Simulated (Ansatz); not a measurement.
# InSe: stiffness from a series of strains

```
CELL_PARAMETERS angstrom
5.86790 -2.05500 0.00000
5.86790 2.05500 0.00000
-1.59942 0.00000 4.32366
ATOMIC_POSITIONS crystal
In 0.88400 0.88400 0.00500
In 0.11600 0.11600 0.99500
Se 0.66000 0.66000 0.64200
Se 0.34000 0.34000 0.35800
```

Atoms are numbered in the order listed.

The cell is COD entry 1540841, as deposited and not checked against the literature; nothing was relaxed.

No spin–orbit coupling, which matters for the heavy atoms here.

All numbers below come from Ansatz 0.2.0, DFT, PBEsol, all-electron LAPW, scalar-relativistic.

Sampling and basis: a Γ-centred 7×7×6 k mesh, Fermi–Dirac smearing of 0.02 eV, basis error target 0.5 meV/atom, no spin polarisation.

The strain is applied along the Cartesian axes of the cell as listed (the other components stay zero). Fractional coordinates are held (clamped ions).

σ is the change of stress from the unstrained cell, which is at -0.14 GPa; tension is positive, so slopes are stress–strain coefficients at that pressure.

Only quantities that a quadratic follows smoothly over the whole series are listed; rougher ones are left out.

| εxx = εyy | σzz (GPa) | σxx (GPa) |
| --- | --- | --- |
| -0.0300 | -2.96 | -6.44 |
| -0.0100 | -0.87 | -1.93 |
| 0.0000 | 0.00 | 0.00 |
| 0.0100 | 0.77 | 1.73 |
| 0.0200 | 1.45 | 3.29 |
| 0.0300 | 2.04 | 4.68 |

Fit the series and read off the stiffness at zero strain.

Least-squares fits y = p0 + p1 x + p2 x² to the rows give σzz (GPa): p1 = 83.1, p2 = -510; σxx (GPa): p1 = 185, p2 = -980. So C13 + C23 = 83 GPa and C11 + C12 = 185 GPa, for these axes.

One run, at εxx = εyy = -0.0200, is withheld. Predict its row.

The fits give -1.87, -4.09; the run gave -1.86, -4.07.
